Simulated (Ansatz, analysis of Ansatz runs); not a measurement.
**Bond-centred H+ along c in ZnO: local vibrational mode, HSE06**

How near does this set-up come to the measured local vibrational mode? Subject: bond-centred H+ along c in ZnO. Set-up: HSE06, 32-site cell, PBE lattice, 420 eV, k: the zone centre alone, anharmonic cut. The model is a cell of 32 host atoms with 1 H put in. The frequencies come from force constants among the defect atom and its neighbours, with the masses of the isotopes named. Exact exchange opens the gap, stiffens bonds and lessens the self-interaction error, at many times the cost.

Measured beforehand: O-H stretch, 1H: 3611.3 cm⁻¹ at 10 K, by IR absorption (quoted in “Hydrogen and Related Defects in Oxide Semiconductors”, 2012, M. C. Tarun, 2012 (Ph.D. dissertation, Washington State University), quoting earlier work (2002)). O-D stretch, 2H: 2668 cm⁻¹ at 9 K, by FTIR absorption (quoted in “Hydrogen-related defects in hydrothermally grown ZnO studied by Fourier Transform Infrared Spectroscopy”, 2010, Halvard Haug, quoting earlier work (2005)). The runs below try to reproduce this.

Main program and level: Ansatz 0.2.0; plane-wave PAW DFT, HSE06; relaxation of all atoms of a defect supercell.

Most raw output is cut from this account.

## (1) Starting point

The cell holds 33 atoms: 16 Zn, 16 O and 1 H. Its edges and angles: a = 6.559 Å, b = 6.559 Å, c = 10.587 Å, α = 90.0°, β = 90.0°, γ = 120.0°. It derives from ZnO (space group P6_3mc). Nearest the centre at fractional (0.667, 0.333, 0.368): H33 at 0.00 Å, O20 at 1.00 Å, Zn17 at 1.70 Å, Zn22 at 2.35 Å, Zn30 at 2.35 Å, Zn6 at 2.35 Å, O19 at 2.68 Å, O27 at 2.68 Å. The cell carries charge +1.

The host's primitive cell comes from a first run (plane-wave PAW DFT, PBE; relaxation of the host's cell and atoms): vectors of 3.280, 3.280 and 5.293 Å. That is 12.33 Å³ an atom, 3.6 % over the diffraction cell's volume. The supercell is built on it.

## (2) Relaxation, charge +1

Every later number rests on the structure around the defect, so the atoms are relaxed at the host's lattice first.

The input, relax/input.yaml:

```yaml
relax:
  f_tol: 0.01
  max_steps: 80
  random_displacement: { amplitude: 0.02, seed: 755 }
crystal:
  lattice:
    - [6.55903994, 0.0, 0.0]
    - [-3.27951997, 5.68029521, 0.0]
    - [0.0, 0.0, 10.58650211]
  atoms:
    - { symbol: Zn, position: [0.166666667, 0.333333333, 0.249983552] }
    - { symbol: Zn, position: [0.333333333, 0.166666667, -1.6448e-05] }
    - { symbol: O, position: [0.333333333, 0.166666667, 0.189521448] }
    - { symbol: O, position: [0.166666667, 0.333333333, 0.439521448] }
    - { symbol: Zn, position: [0.166666667, 0.333333333, 0.749983552] }
    - { symbol: Zn, position: [0.333333333, 0.166666667, 0.499983552] }
    - { symbol: O, position: [0.333333333, 0.166666667, 0.689521448] }
    - { symbol: O, position: [0.166666667, 0.333333333, 0.939521448] }
[... 21 atom lines left out ...]
    - { symbol: Zn, position: [0.833333333, 0.666666667, 0.499983552] }
    - { symbol: O, position: [0.833333333, 0.666666667, 0.689521448] }
    - { symbol: O, position: [0.666666667, 0.833333333, 0.939521448] }
    - { symbol: H, position: [0.666667002, 0.333332998, 0.368445448] }
total_charge: 1
basis:
  ecutwfc: 420
  xc_grid: 2
hamiltonian:
  xc: hse06
kpoints:
  mp_grid: { grid: [1, 1, 1] }
scf:
  occupations: { method: fermi_dirac, width: 0.01 }
  max_iter: 120
output:
  forces: true
checkpoint:
  write: "../relax.run"
  compress: false
  write_wavefunctions: true
  write_every: 100000
```

Launch:

```bash
> ansatz run input.yaml --threads 4 --pin off --max-ram 7536MiB --backend cpu --events-out ev --progress --plain --runs-dir out
```

Wall time 1.8 min (4 threads of Intel Xeon Platinum 8559C (Emerald Rapids), shared host); peak memory 1.1 GiB; 6.2 min of CPU time.

Relaxation path:

```csv
step,energy less that of the first step (eV),largest force component (eV/Å)
1,0.0000,2.7282
2,-0.7145,1.5850
3,-1.0046,0.7010
4,-1.0559,0.5261
5,-1.0999,0.1460
6,-1.1023,0.0238
7,-1.1027,0.0148
8,-1.1027,0.0014
```

The atoms that moved most (Å, from the sites as typed, ahead of the random displacement, the mean shift of all atoms taken out):

```csv
atom,dx,dy,dz,length
Zn17,0.001,0.000,-0.392,0.392
O24,0.000,0.000,0.171,0.171
Zn6,-0.090,-0.052,0.114,0.155
Zn30,0.000,0.104,0.114,0.154
Zn22,0.089,-0.052,0.114,0.153
Zn18,0.084,-0.048,-0.075,0.123
Zn26,0.000,0.097,-0.075,0.123
Zn2,-0.084,-0.048,-0.075,0.122
```

Final coordinates:

```xyz
33
Lattice="6.5590 0.0000 0.0000 -3.2795 5.6803 0.0000 0.0000 0.0000 10.5865" Properties=species:S:1:pos:R:3 pbc="T T T"
Zn   -0.0003    1.8889    2.6563
Zn    1.5556    0.8979   -0.0775
O     1.6131    0.9310    1.9384
O    -0.0008    1.8716    4.6480
Zn   -0.0007    1.9279    7.9400
Zn    1.5490    0.8942    5.4052
O     1.6471    0.9507    7.3635
O    -0.0003    1.9211    9.9078
Zn   -1.6436    4.7351    2.6564
Zn   -0.0004    3.7863    0.0505
O    -0.0005    3.7863    2.0365
O    -1.6589    4.7437    4.6481
Zn   -1.6101    4.7155    7.9401
Zn   -0.0007    3.7863    5.2690
O    -0.0006    3.7863    7.2349
O    -1.6158    4.7190    9.9079
Zn    3.2796    1.8929    1.8025
Zn    5.0028    0.8977   -0.0779
O     4.9460    0.9306    1.9378
O     3.2783    1.8929    4.9239
Zn    3.2789    1.8929    8.0241
Zn    5.0080    0.8945    5.4044
O     4.9106    0.9509    7.3629
O     3.2792    1.8929   10.1149
Zn    1.6428    4.7350    2.6563
Zn    3.2791    3.8832   -0.0777
O     3.2792    3.8172    1.9381
O     1.6575    4.7437    4.6480
Zn    1.6089    4.7156    7.9398
Zn    3.2788    3.8900    5.4048
O     3.2789    3.7771    7.3632
O     1.6149    4.7189    9.9076
H     3.2768    1.8929    3.9660
```

Neighbours of H33 at the end:

```csv
atom,distance (Å)
O20,0.958
Zn17,2.163
Zn6,2.460
Zn30,2.461
Zn22,2.462
O3,2.794
O27,2.796
O19,2.797
```

Numbers from this step:

| Item | Value |
| --- | --- |
| free energy | -62205.3573 eV |

The relaxation ends 33 meV an atom lower than the displaced start, with a largest force component of 0.0014 eV/Å.

## (3) Local vibrational modes

A local mode lives on the defect and the atoms next to it, so only the sites listed in the input are displaced, which costs far fewer SCF runs than the whole cell would.

This step: plane-wave PAW DFT, HSE06; finite-displacement force constants among the atoms nearest to a defect, the others at rest.

The input, modes/input.yaml:

```yaml
crystal:
  lattice:
    - [6.55903994, 0.0, 0.0]
    - [-3.27951997, 5.68029521, 0.0]
    - [0.0, 0.0, 10.58650211]
  atoms:
    - { symbol: Zn, position: [0.166228634, 0.332541771, 0.250916485] }
    - { symbol: Zn, position: [0.316204472, 0.158067184, -0.007316333] }
    - { symbol: O, position: [0.327875474, 0.163894162, 0.183100027] }
    - { symbol: O, position: [0.164629279, 0.329489399, 0.439052498] }
[... 1 atom line left out ...]
    - { symbol: Zn, position: [0.314872146, 0.157423721, 0.510572228] }
[... 5 atom lines left out ...]
    - { symbol: O, position: [0.164635037, 0.835109658, 0.43906144] }
[... 4 atom lines left out ...]
    - { symbol: Zn, position: [0.666641134, 0.333245272, 0.170263293] }
[... 1 atom line left out ...]
    - { symbol: O, position: [0.835983409, 0.163831338, 0.183043771] }
    - { symbol: O, position: [0.666431519, 0.333239264, 0.465107689] }
[... 1 atom line left out ...]
    - { symbol: Zn, position: [0.842266844, 0.157477397, 0.510503197] }
[... 4 atom lines left out ...]
    - { symbol: O, position: [0.835952566, 0.67200693, 0.183069896] }
    - { symbol: O, position: [0.670264495, 0.835119969, 0.439045578] }
[... 1 atom line left out ...]
    - { symbol: Zn, position: [0.8422938, 0.684817198, 0.510536963] }
[... 2 atom lines left out ...]
    - { symbol: H, position: [0.66619673, 0.333233191, 0.374625146] }
total_charge: 1
basis:
  ecutwfc: 420
  xc_grid: 2
hamiltonian:
  xc: hse06
kpoints:
  mp_grid: { grid: [1, 1, 1] }
scf:
  occupations: { method: fermi_dirac, width: 0.01 }
  max_iter: 120
output: {}
checkpoint:
  read: "../relax.run"
phonons:
  supercell: [1, 1, 1]
  displaced_sites: [19, 32]
```

Run time: 2.9 min. Hardware: 4 threads; peak memory 1.2 GiB; 11 min of CPU time.

Read from the output:

```yaml
free_energy: -62205.3573 eV
```

The modes with the largest weight on the probed atoms (the light atom of a pair), for the masses of each isotope. Modes of the displaced atoms (local only where they lie over the host's phonons):

```csv
isotopes,mode (cm⁻¹),share of the defect atoms
H,3858,0.944
H,621.5,0.87
H,621.5,0.871
D,2804,0.894
D,478.6,0.592
D,478.4,0.592
```

## (4) Point 1 along the mode

A light atom samples the curved part of its well, so the energy is mapped along the mode and the one-dimensional Schrödinger equation solved on it.

This step: plane-wave PAW DFT, HSE06; single point of a defect supercell.

cut0/input.yaml, as its differences from modes/input.yaml of step 3:

```diff
@@ -18,3 +18,3 @@
     - { symbol: O, position: [0.835983409, 0.163831338, 0.183043771] }
-    - { symbol: O, position: [0.666431519, 0.333239264, 0.465107689] }
+    - { symbol: O, position: [0.666427464, 0.333239159, 0.463545618] }
 [... 1 atom line left out ...]
@@ -27,3 +27,3 @@
 [... 2 atom lines left out ...]
-    - { symbol: H, position: [0.66619673, 0.333233191, 0.374625146] }
+    - { symbol: H, position: [0.666257773, 0.333234754, 0.400269187] }
 total_charge: 1
@@ -39,7 +39,5 @@
   max_iter: 120
-output: {}
+output:
+  forces: true
 checkpoint:
   read: "../relax.run"
-phonons:
-  supercell: [1, 1, 1]
-  displaced_sites: [19, 32]
```

Elapsed: 14 s, on 4 threads; peak memory 1.1 GiB.

This step gave:

```yaml
free_energy: -62200.6898 eV
```

The other runs of this kind differ in structure, charge or spin alone:

```csv
run,outcome,energy less the first (eV),moment (μB),time
point 1 along the mode,converged,0.0000,0.00,14 s
point 2 along the mode,converged,-2.6824,0.00,18 s
point 3 along the mode,converged,-3.9014,0.00,17 s
point 4 along the mode,converged,-4.5081,0.00,18 s
point 5 along the mode,converged,-4.5530,0.00,17 s
point 6 along the mode,converged,-4.2747,0.00,17 s
point 7 along the mode,converged,-3.9315,0.00,17 s
point 8 along the mode,converged,-3.4911,0.00,18 s
point 9 along the mode,converged,-3.0328,0.00,17 s
```

## (5) Anharmonic fundamental

Analysis of the runs above: one-dimensional Schroedinger equation on a polynomial through HSE06 energies along the local mode.

It gives:

| Property | Result |
| --- | --- |
| stretch | 3699 cm⁻¹ |
| stretch d | 2715 cm⁻¹ |
| stretch harmonic | 3858 cm⁻¹ |
| stretch d harmonic | 2804 cm⁻¹ |

Energy against normal coordinate:

```csv
normal coordinate (amu½ Å),energy (eV)
-0.280,4.67
-0.206,1.99
-0.140,0.766
-0.070,0.159
0.000,0
0.070,0.115
0.140,0.393
0.206,0.736
0.280,1.18
0.355,1.63
```

## (6) What came out

```yaml
distance_from_the_defect_atom_to_its_nearest_neighbour: 0.958 Å
o_h_stretch_1h: 3699 cm⁻¹
o_d_stretch_2h: 2715 cm⁻¹
time_of_the_whole_chain: 7.3 min on 4 threads
```

What this shows: O-H stretch, 1H: computed 3699 cm⁻¹, measured 3611.3 cm⁻¹; 87 cm⁻¹ (2 %) above the measurement. O-D stretch, 2H: computed 2715 cm⁻¹, measured 2668 cm⁻¹; 47 cm⁻¹ (2 %) above the measurement. The anharmonic cut moves the O-H stretch, 1H from 3858 to 3699 cm⁻¹; a straight cut leaves out the coupling to the other modes. Only the named neighbours move, so modes near the host's band are approximate. Limits: the zone centre alone is a coarse sampling for this cell; the periodic copies of the defect are only 6.6 Å apart.

[Logs are printed without paths, hosts, clocks, repeated set-up lines and the standing remarks that a program may print on its own settings, such as how far it seeks lower states.]

[Hosts, paths, dates, database ids (printed as entryN), source tags and the programs' standing remarks are cut or masked in the printed files.]

[For some hosts the program warned that the k-mesh of the response run may be too coarse for force constants and the static dielectric constant; such warnings are not shown here.]
